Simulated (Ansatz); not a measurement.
# TiSe2: further runs on the relaxed cell

An exercise on one series of results from a longer session: the logs are not shown, and one member is left open.

A COD entry behind a cell of this session may itself be a prediction, so a difference from it is no test against experiment.

Method: DFT r2SCAN, scalar-relativistic, plane waves, PAW, in Ansatz 0.2.0.

## The system as given

The structure is trigonal, space group P-3m1 (No. 164). The conventional cell has a = 3.561 Å, b = 3.561 Å, c = 6.312 Å, α = 90.00°, β = 90.00°, γ = 120.00°. Around Ti (site symmetry -3m) lie 6 Se at 2.56 Å. Se (site symmetry 3m) is surrounded by 3 Ti at 2.56 Å.

As a file:

```cif
data_structure
_symmetry_space_group_name_H-M 'P 1'
_symmetry_Int_Tables_number 1
_cell_length_a 3.5614
_cell_length_b 3.5614
_cell_length_c 6.3121
_cell_angle_alpha 90.000
_cell_angle_beta 90.000
_cell_angle_gamma 120.000
_cell_volume 69.33
loop_
_atom_site_label
_atom_site_type_symbol
_atom_site_fract_x
_atom_site_fract_y
_atom_site_fract_z
_atom_site_occupancy
Ti1 Ti 0.00000 0.00000 0.00000 1
Se1 Se 0.33333 0.66667 0.24039 1
Se2 Se 0.66667 0.33333 0.75961 1
```

This cell was relaxed beforehand with the same method: volume 23.11 Å³/atom, gap on the mesh none (metal).

The first run:

Input file input.yaml:

```yaml
crystal:
  lattice:
    - [3.5254311057, 0.0, 0.0]
    - [-1.7627155529, 3.0531128968, 0.0]
    - [0.0, 0.0, 6.2483280476]
  atoms:
    - { symbol: Ti, position: [0.0, 0.0, 0.0] }
    - { symbol: Se, position: [0.3333333333, 0.6666666667, 0.2403943924] }
    - { symbol: Se, position: [0.6666666667, 0.3333333333, 0.7596056076] }
basis:
  ecutwfc: 500
kpoints:
  mp_grid: { grid: [15, 15, 8] }
hamiltonian:
  xc: r2scan
scf:
  occupations: { method: gaussian, width: 0.1 }
output:
  forces: true
  stress: true
  eigenvalues: true
relax:
  adjacent_minimum: "off"
  f_tol: 0.01
  max_steps: 30
  cell: { stress_tol: 0.1, fix: [volume] }
```

Launch:

```console
$ ansatz run input.yaml --threads 4 --pin off --max-ram 10240MiB --backend cpu --events-out ev --progress --plain --runs-dir out
```

Steps of the session up to this table: Volume × 0.97; Point at V/V0 = 1.03; Point at V/V0 = 0.94; Point at V/V0 = 1.06.

One of the session's tables, all rows but one given; the rest of the session is left out.

It belongs to the step «Energy against volume». 

```
volume (Å³/atom)  energy above the lowest point (meV/atom)  pressure (GPa)
          21.725                                       6.5            1.61
          22.418                                       1.4            0.65
          23.111                                       0.0            0.01
          23.805                                         ?               ?
          24.498                                       3.3           -0.70
```

Q: Estimate the row for volume (Å³/atom) = 23.805 from the others.

Worked estimate for «energy above the lowest point (meV/atom)». A straight line through the neighbours (23.111, 0.0) and (24.498, 3.3) gives 0.0 + (3.3 − 0.0) × (23.805 − 23.111) / (24.498 − 23.111) = 1.7; a parabola fitted to 3 rows on both sides gives 0.6.

As computed: energy above the lowest point (meV/atom): 1.0; pressure (GPa): -0.44. In «energy above the lowest point (meV/atom)» the line misses by +0.7 and the parabola by -0.4.

Limits of these values: Layers here are held mostly by dispersion, which this level lacks, so their spacing and the stiffness across them are unreliable there.
